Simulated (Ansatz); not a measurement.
# Zn: which structure is lowest?

Theory: DFT, PBE, plane waves (420 eV) with PAW, scalar-relativistic in Ansatz 0.2.0.

Each structure is relaxed within its own symmetry, so a high-lying one may be dynamically unstable.

```csv
structure,ΔE (meV/atom),V (Å³/atom),cell,magnetic state
hcp,0,15.15,"a = 2.656 Å, c = 4.962 Å (c/a = 1.869)",spin not included
dhcp,8,15.21,"a = 2.658 Å, c = 9.940 Å (c/a = 3.740)",spin not included
fcc,23,15.19,a = 3.931 Å,spin not included
A15,33,15.30,a = 4.965 Å,spin not included
bcc,85,15.35,a = 3.131 Å,spin not included
omega (AlB2-type),97,15.59,"a = 4.484 Å, c = 2.686 Å (c/a = 0.599)",spin not included
simple cubic,228,18.17,a = 2.629 Å,spin not included
diamond,470,24.70,a = 5.825 Å,spin not included
```

ΔE counts from hcp.

Differences under about 8 meV lie within the error of the k-point mesh.
